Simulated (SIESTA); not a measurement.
**Au under changes of volume**

One of the cells (16.855 Å³/atom); the others are scaled copies at fixed shape and fractional positions:

```
Au
1.0
     0.00000    2.03500    2.03500
     2.03500    0.00000    2.03500
     2.03500    2.03500    0.00000
Au
1
Direct
  0.00000 0.00000 0.00000
```

```yaml
Program: SIESTA 5.4.2
Functional: PBE
Potentials_or_basis: PseudoDojo 0.4 standard (PBE files)
Basis: TZP (energy shift 0.01 Ry)
Grid_cutoff: 800 Ry
Energy_shift: 0.01 Ry
k_mesh: 11 × 11 × 11
Occupations: fermi-dirac, width 0.05 eV
Spin: no spin polarisation
```

```csv
volume (Å³/atom),energy over the lowest point (meV/atom),pressure (GPa)
15.843,?,?
16.181,69.13,16.6
16.518,38.46,12.3
16.855,17.49,7.9
17.192,5.03,3.8
17.529,0.00,0.8
17.866,1.64,-2.3
```

Problem. What does the run at 15.843 Å³/atom give?

Solution. Energy over the lowest point 110.24 meV/atom; pressure 22.4 GPa.

Worked out: A Birch-Murnaghan fit of order 3 (a polynomial in V^(-2/3)) to the other rows has its minimum at 17.61 Å³/atom with B0 = V·E''(V) = 159 GPa and B' = 5.7. It gives 110.90 meV/atom at 15.843 Å³/atom, against the run's 110.24, and -dE/dV = 22.6 GPa, against 22.4.

Energies are extrapolated to zero smearing.

Caveats: semicore shells carry a single zeta, which can move pressures by several GPa and volumes by a few percent; the basis of atomic orbitals isn't converged, which shifts pressures, moduli and gaps.
